## Estimating a bulk modulus from a shift in volume

When a change of density functional expands hafnium nitride by 1 %, its calculated bulk modulus falls by about 2.5 %. With the LDA row as the starting point, this rule reproduces seven of the other eight functionals to within about 1 %, although their volumes lie up to 9 % above LDA's. The exception, HCTH407, shows what the rule depends on.

ABINIT 10.8.3 plane-wave DFT with PAW datasets for HfN (Fm-3m, 2-atom cell), without spin polarisation, spin–orbit coupling or dispersion correction. All rows use a 10 × 10 × 10 k mesh and Fermi–Dirac smearing of 0.05 eV. Equilibrium volume, bulk modulus and its pressure derivative (slope) are fitted to energies at seven volumes from 10.79 to 12.17 Å³/atom.

```tsv
functional	potentials	wave cutoff	equilibrium volume (Å³/atom)	bulk modulus (GPa)	bulk modulus slope
LDA	JTH-PAW-LDA-v2.0	843.553 eV	11.085	307.8	4.250
PBE	JTH-PAW-PBE-v2.0	843.553 eV	11.687	270.1	4.270
PBEsol	JTH-PAW-PBE-v2.0	707.496 eV	11.358	289.6	4.330
RPBE	JTH-PAW-PBE-v2.0	707.496 eV	11.887	255.6	4.300
BLYP	JTH-PAW-PBE-v2.0	707.496 eV	12.069	249.9	4.190
AM05	JTH-PAW-PBE-v2.0	707.496 eV	11.313	290.0	4.370
BP86	JTH-PAW-PBE-v2.0	707.496 eV	11.717	267.5	4.300
HCTH407	JTH-PAW-PBE-v2.0	707.496 eV	11.466	260.8	3.980
rPW86PBE	JTH-PAW-PBE-v2.0	707.496 eV	12.118	247.3	4.200
```

The bulk modulus measures resistance to compression: it is the pressure needed per fractional loss of volume. The table gives it at each functional's own equilibrium volume, so two things change from row to row, the functional and the spacing of the atoms. A larger spacing weakens the resistance. The question is how much of that loss the new functional gives back.

### An outward push that fades

LDA treats each small region of the crystal as if its electrons formed a uniform gas. The other functionals here also respond to how steeply the density varies, and for exchange this generally favours uneven densities. Pulling the atoms apart thins the density between them and makes it more uneven, so the correction is expected to lower the energy further as the lattice expands. It therefore acts like an extra pressure from inside. In this picture such functionals give larger volumes than LDA. PBEsol and AM05, whose corrections are milder for solids, expand the lattice less than PBE, while RPBE expands it more.

The push does not stay constant. As the atoms separate, less density is left between them, so a further step outwards should lower the energy by less. The calculated pressures show the fading, though not its cause: for every functional except LDA itself and HCTH407, the pressure in excess of LDA's is clearly lower at the largest volume calculated than at the smallest.

A fading push adds stiffness. If the crystal is squeezed, the push grows and resists; if it is stretched, the push weakens and lets the crystal spring back. The new functional thus moves the atoms to a larger spacing, where the lattice is softer, and at the same time makes the lattice stiffer at any given spacing. The first effect is the larger one, so the tabulated bulk modulus falls, but by less than the expansion alone would suggest.

Comparing functionals at one common volume makes the second effect visible. At 11.48 Å³ per atom, LDA has a bulk modulus of about 264 GPa and rPW86PBE about 310 GPa. In the table, where each stands at its own minimum, LDA is the stiffest and rPW86PBE the softest. Apart from HCTH407, the order of the functionals turns round in this way, although AM05 and PBEsol are too close in the table to be ranked. For these regular functionals a low tabulated value is therefore a sign of wide spacing, not of weak resistance at equal spacing.

### From the picture to a rule

Let $V$ be the volume per atom and $B$ the bulk modulus. The subscript L marks LDA's values at its own minimum, and $B'$ is LDA's bulk modulus slope, the rate at which $B$ rises with pressure. Write the pressure of another functional as LDA's pressure plus an extra part $\delta$ that fades as $V^{-m}$. Since $B=-V\,dP/dV$, the extra part raises the bulk modulus at fixed volume by $m\,\delta$.

Now let the volume grow by a small fraction $x$ to its new minimum. LDA's own pressure there is about $-B_\mathrm{L}x$, an inward pull. The total must vanish, so $\delta\approx B_\mathrm{L}x$. Meanwhile LDA's own bulk modulus has dropped by $B'B_\mathrm{L}x$. Adding the loss and the gain gives

$$B\approx B_\mathrm{L}\,[1-(B'-m)\,x],\qquad\text{or, for larger steps,}\qquad B\approx B_\mathrm{L}\left(\frac{V_\mathrm{L}}{V}\right)^{B'-m}.$$

Only the linear form follows from this first-order argument; the power form extends it by keeping the exponent fixed, and it is the one to use. The linear form suits steps of a few per cent, but for rPW86PBE it gives 236 GPa against 247.3 GPa in the table. LDA's slope is 4.25. The calculated pressures give an average $m$ of about 1.8 for the seven functionals other than LDA and HCTH407. The difference is close to 2.5, which is the exponent of the rule.

Scaling suggests a trial value of $m$ but does not derive it. If the whole electron density were stretched evenly, the size of the exchange energy would fall in inverse proportion to length, that is as $V^{-1/3}$, and the size of the matching pressure as $V^{-4/3}$. Even stretching cannot explain the outward push itself: it leaves the relative unevenness of the density unchanged, and the correction would then pull inwards. The push needs atomic cores that do not stretch with the lattice. The value $m=4/3$ is therefore only a borrowed power, though it keeps the error within about 4 % for the same seven functionals.

### Two rows by hand

RPBE is a regular case. Its volume relative to LDA's is $11.887/11.085=1.0724$. A power of 2.5 is a square times a square root, so the divisor is $1.0724^2\times\sqrt{1.0724}=1.191$. The estimate is $307.8/1.191\approx258$ GPa, against 255.6 GPa in the table. This is about 1 % too high, the largest error among the seven regular functionals. RPBE was one of the functionals over which $m$ was averaged, so this is a check of the rule's accuracy, not a forecast for an unseen row.

HCTH407 is the failure, and it took no part in the average. Its volume ratio of 1.034 gives an estimate of 283 GPa, but the table has 260.8 GPa, so the rule is more than 8 % too high. The row looks odd even without a formula: its volume is smaller than PBE's, which should make it stiffer, yet its bulk modulus is lower. The energies of this row follow their fitted curve less closely than those of any other row, but the pressures near its minimum also give a bulk modulus of about 261 GPa, so the exception is not a product of the fit.

The pressures show what differs. HCTH407 also pushes the lattice outwards, but its push stays almost constant over the calculated volumes. Without fading there is no added stiffness, and the full softening from the wider spacing remains. Using this functional's own value of $m$, which is slightly below zero, brings the estimate down to 264 GPa. Why its push behaves this way is not settled by these numbers. Its fitted form is unusual among these functionals: its exchange does not reduce to LDA's for a uniform gas, and its gradient correction first weakens before it grows with the steepness of the density, which is expected to change how the push varies with volume. The potentials borrowed from PBE may also suit it less well.

### How far to trust it

The program output that follows lists the estimate for each functional, together with the errors of two variants that use other values of $m$. The more instructive variant is $m=0$, which roughly follows LDA's own curve, as if the push were constant. It puts rPW86PBE almost 15 % too low. For HCTH407, whose push really is nearly constant, the same variant is only about 2 % off.

This comparison is a consistency check and not independent proof, because pressures and bulk moduli come from the same calculated curves. What the table adds is that one value of $m$ serves seven different functionals. AM05 and PBEsol test it only weakly, because their volumes are close to LDA's; AM05 taken alone would need an exponent of 2.9. The outward push as defined here also contains differences in correlation and in the potentials, since LDA has its own set and the other functionals share the one made for PBE. The effect of that sharing was not tested, nor was that of the higher wave cutoff used for LDA and PBE. The calculated pressures also lie slightly below the slope of the energies in every row, an offset that is small beside the extra pressures used here, though it matters more for the values of $m$ of AM05 and PBEsol, whose extra pressure falls by only 1 to 2 GPa over the range. For BLYP and rPW86PBE, only one calculated volume lies beyond the minimum, but the pressures at the two volumes around it give about 251 and 253 GPa at 12.06 Å³ per atom, just below their equilibrium volumes, in line with the fitted values.

The exponent of 2.5 belongs to a change of functional and not to a real load. A press that squeezes evenly from all sides applies a pressure set from outside, which adds no fading push to the crystal itself. The bulk modulus then follows the crystal's own curve, with an exponent near 4.25 in LDA. Using 2.5 there would understate how quickly the nitride stiffens under compression.

The rule carries a bulk modulus from one functional to another; it does not say which of them is closest to a real sample, and the table holds no measured value to decide that. For another crystal the reasoning can be repeated with that crystal's own LDA values and a value of $m$ taken from its own pressures, but no second material is available here to test the result. Before relying on it, compare the pressures of the two functionals at a small and a large volume. If their difference does not shrink as the volume grows, the case resembles HCTH407 and the exponent of 2.5 should not be used.

Numerical output:

```
Pressure beyond LDA and stiffness at the common volume 11.482 A^3/atom (LDA exponent is a placeholder):
       row  extra pressure GPa  fading exponent m  B at common volume GPa
       LDA                   0                  0                   263.6
       PBE               15.06              1.786                   290.6
    PBEsol               6.945              1.887                     277
      RPBE                19.6              1.678                   296.9
      BLYP               23.89              1.821                   307.6
      AM05               5.855              1.476                   272.4
      BP86               15.67              1.812                   292.4
   HCTH407               9.664            -0.2632                   260.6
  rPW86PBE               24.98              1.832                   309.7
Rule B_LDA over volume ratio to the power 2.5 (LDA needed exponent is a placeholder):
       row  volume over LDA  divisor  estimate GPa   miss %  miss if m is 0 %  miss if m is 4/3 %  needed exponent
       LDA                1        1         307.8        0                 0                   0                0
       PBE            1.054    1.141         269.7  -0.1552            -8.981              -2.331            2.471
    PBEsol            1.025    1.063         289.6  0.01258            -4.156             -0.9962            2.505
      RPBE            1.072    1.191         258.5    1.127            -10.51              -1.774             2.66
      BLYP            1.089    1.237         248.8   -0.422            -14.19              -3.889             2.45
      AM05            1.021    1.052         292.5   0.8708             -2.66              0.0187            2.926
      BP86            1.057    1.149           268   0.1712            -9.092              -2.117            2.531
   HCTH407            1.034    1.088         282.9     8.46             2.232               6.944            4.903
  rPW86PBE            1.093     1.25         246.3  -0.3892            -14.77              -4.019            2.456
largest volume increase over LDA in %: 9.319
largest fall of bulk modulus below LDA in %: 19.66
mean fading exponent of the seven regular functionals: 1.756
smallest fading exponent among them: 1.476
largest fading exponent among them: 1.887
LDA slope less mean fading exponent: 2.494
largest miss of the rule on the seven regular functionals in %: 1.127
largest miss with constant extra pressure on the same seven in %: 14.77
largest miss with exchange scaling on the same seven in %: 4.019
miss of the rule for HCTH407 in GPa: 22.06
HCTH407 estimate with its own fading exponent in GPa: 264.3
rPW86PBE extra stiffness at common volume expected from m times extra pressure in GPa: 45.76
rPW86PBE extra stiffness at common volume from the pressures in GPa: 46.02
```
